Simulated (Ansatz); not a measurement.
# Ir under pressure

Method: DFT r2SCAN, scalar-relativistic, plane waves, PAW in Ansatz. (500 eV cutoff, 18×18×18 k-mesh, Gaussian smearing of 0.10 eV, no spin polarisation)

The relaxed crystal:

```
CELL_PARAMETERS angstrom
0.00000 1.92209 1.92209
1.92209 0.00000 1.92209
1.92209 1.92209 0.00000
ATOMIC_POSITIONS crystal
Ir 0.00000 0.00000 0.00000
```

Cell and atoms are relaxed at each pressure within the symmetry of the start, at zero temperature, so transitions that lower the symmetry aren't seen. The k-mesh given is that at zero pressure and may differ at others. a, b and c are the lengths of the cell vectors above.

Spin–orbit coupling is left out, which can shift energies with elements as heavy as these.

Pressures computed: -1, 1, 4, 12, 25, 50, 90 GPa.

(1) At which pressure does the cell have a = 2.721, b = 2.721 and c = 2.721 Å?

## Answers

(1) About -1 GPa, where V/V0 = 1.003.